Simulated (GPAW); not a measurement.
The system is CdSe.

```
CELL_PARAMETERS angstrom
0.00000 3.07027 3.07027
3.07027 0.00000 3.07027
3.07027 3.07027 0.00000
ATOMIC_POSITIONS crystal
Cd 0.00000 0.00000 0.00000
Se 0.25000 0.25000 0.25000
```

Measurements of this composition are mostly on another form, of space group No. 186.

Base run:

```yaml
Program: GPAW 26.7.0
Functional: TPSS
Potentials_or_basis: GPAW PAW data sets (gpaw-data 1.2.1)
Cutoff: 600 eV
Basis: pw
k_mesh: 6 × 6 × 6
Occupations: fermi-dirac, width 0.05 eV
Spin: spin-orbit coupling, no magnetisation
```

Its results: band gap on the k mesh 0.63 eV, direct; pressure 0.7 GPa.

Q: The run is repeated on the same cell with these changes: functional from TPSS to rSCAN; band points from 60 to 80. What comes out?

A: Band gap on the k mesh 0.85 eV, direct; pressure -0.4 GPa.

Caveats: spin-orbit coupling was added after a scalar SCF, so levels and gaps hold it while energy, forces, pressure and moments don't; this program's spin-orbit splittings come out too wide for heavy elements; the PAW data sets were made with another functional, which shifts forces and pressure a little.
